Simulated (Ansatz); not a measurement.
# CsPbI3: response to strain

The parent structure is CsPbI$_{3}$ in the cubic perovskite structure (space group Pm-3m, No. 221; a = 6.390 Å). Axes: x, y, z lie along the cube axes.

Strains are applied to the cell and any free atomic positions relax; under biaxial strain the out-of-plane vector relaxes too.

Calculations: Ansatz (a first-principles code), PBE, PAW, cutoff 420 eV, no spin-orbit coupling.

Candidates:
(a) biaxial strain +2.70 %, plane normal [001], relaxed out of plane
(b) isotropic strain −0.44 %
(c) biaxial strain −0.96 %, plane normal [001], relaxed out of plane
(d) isotropic strain −4.98 %
(e) isotropic strain −3.09 %

For the base:

The band gap is 1.48 eV.

Order them by band gap, lowest first.

(d) isotropic strain −4.98 % (0.94 eV), (e) isotropic strain −3.09 % (1.18 eV), (c) biaxial strain −0.96 %, plane normal [001], relaxed out of plane (1.38 eV), (b) isotropic strain −0.44 % (1.44 eV), (a) biaxial strain +2.70 %, plane normal [001], relaxed out of plane (1.52 eV)

Spin-orbit coupling, missing from the scalar runs, can matter with I and Pb. Stability against distortions was not tested. Many cubic perovskites are stable only at high temperature; tilts and polar distortions were not tested. This is not the structure that CsPbI3 has at room temperature and ambient pressure.
